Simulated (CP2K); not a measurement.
Input of a CP2K 2026.2 run:

gaas_scf.inp

```
&GLOBAL
  PROJECT gaas_scf
  RUN_TYPE ENERGY_FORCE
  PRINT_LEVEL LOW
&END GLOBAL
&FORCE_EVAL
  METHOD QS
  STRESS_TENSOR ANALYTICAL
  &DFT
    BASIS_SET_FILE_NAME BASIS_MOLOPT_UZH
    POTENTIAL_FILE_NAME POTENTIAL_UZH
    &MGRID
      CUTOFF 450
      REL_CUTOFF 60
      NGRIDS 5
    &END MGRID
    &QS
      METHOD GPW
      EPS_DEFAULT 1.0E-10
    &END QS
    &KPOINTS
      SCHEME MONKHORST-PACK 8 8 8
      GAMMA_CENTERED T
      SYMMETRY T
      SYMMETRY_BACKEND SPGLIB
    &END KPOINTS
    &SCF
      SCF_GUESS ATOMIC
      EPS_SCF 1.0E-6
      MAX_SCF 100
      ADDED_MOS 10
      CHOLESKY OFF
      EPS_EIGVAL 1.0E-7
      &DIAGONALIZATION ON
        ALGORITHM STANDARD
      &END DIAGONALIZATION
      &MIXING ON
        METHOD BROYDEN_MIXING
        ALPHA 0.4
        BETA 1.5
        NBUFFER 8
      &END MIXING
      &SMEAR ON
        METHOD FERMI_DIRAC
        ELECTRONIC_TEMPERATURE 580.23
      &END SMEAR
    &END SCF
    &XC
      &XC_FUNCTIONAL
        &GGA_X_PBE
        &END GGA_X_PBE
        &GGA_C_PBE
        &END GGA_C_PBE
      &END XC_FUNCTIONAL
    &END XC
    &PRINT
      &KPOINTS ON
      &END KPOINTS
      &MULLIKEN ON
      &END MULLIKEN
      &MO ON
        ENERGIES T
        OCCUPATION_NUMBERS T
        &EACH
          QS_SCF 0
        &END EACH
        ADD_LAST NUMERIC
      &END MO
      &LOWDIN ON
      &END LOWDIN
      &HIRSHFELD ON
        SHAPE_FUNCTION DENSITY
      &END HIRSHFELD
    &END PRINT
  &END DFT
  &SUBSYS
    &CELL
      A 3.9977696088 0.0000000000 0.0000000000
      B 1.9988848044 3.4621700397 0.0000000000
      C 1.9988848044 1.1540566799 3.2641652169
      PERIODIC XYZ
    &END CELL
    &COORD
      SCALED
      As  0.7500000000 0.7500000000 0.7500000000
      Ga  0.0000000000 0.0000000000 0.0000000000
    &END COORD
    &KIND As
      BASIS_SET TZVP-MOLOPT-PBE-GTH-q5
      POTENTIAL GTH-PBE-q5
    &END KIND
    &KIND Ga
      BASIS_SET TZVP-MOLOPT-PBE-GTH-q13
      POTENTIAL GTH-PBE-q13
    &END KIND
    &PRINT
      &ATOMIC_COORDINATES ON
      &END ATOMIC_COORDINATES
      &CELL ON
      &END CELL
    &END PRINT
  &END SUBSYS
  &PRINT
    &FORCES ON
    &END FORCES
    &STRESS_TENSOR ON
    &END STRESS_TENSOR
  &END PRINT
&END FORCE_EVAL
```

Potentials or basis: POTENTIAL_UZH As GTH-PBE-q5, Ga GTH-PBE-q13; TZVP-MOLOPT-PBE-GTH basis.

The run is started by

```console
$ OMP_NUM_THREADS=1 cp2k.psmp -i gaas_scf.inp -o gaas_scf.out
```

Problem. Predict the Mulliken charges.

Solution. As +0.34; Ga -0.34 e.

Problem. What does it give for the pressure?

Solution. 4.0 GPa.

Caveat: the basis of atomic orbitals isn't converged, which shifts pressures, moduli and gaps; the real-space grid breaks the cell's symmetry a little.

**Experimental background.**

“Evidence of valence band perturbations in GaAsN/GaAs(001): A combined variable-angle spectroscopic ellipsometry and modulated photoreflectance investigation”, 2008, arxiv:0805.2212 reports, for a bulk crystal of GaAs at 300 K: band gap 1.412 ± 0.01 eV (direct).

A measured gap of GaAs is 1.412 eV (direct; 300 K; “Evidence of valence band perturbations in GaAsN/GaAs(001): A combined variable-angle spectroscopic ellipsometry and modulated photoreflectance investigation”, 2008, arxiv:0805.2212); the calculated 0.48 eV misses it by -0.93 eV. 3 values of this kind are on record (1.412 to 1.51 eV); this one was drawn at random among those near their median, those with a stated uncertainty first. Spin-orbit coupling on As, Ga is left out. The value is that of PBE in an atomic basis (POTENTIAL_UZH As GTH-PBE-q5, Ga GTH-PBE-q13; TZVP-MOLOPT-PBE-GTH basis), whose error adds to the functional's, on a finite k mesh, which can miss the band edges, without temperature or zero-point motion. Semilocal functionals fall short of measured gaps as a rule.
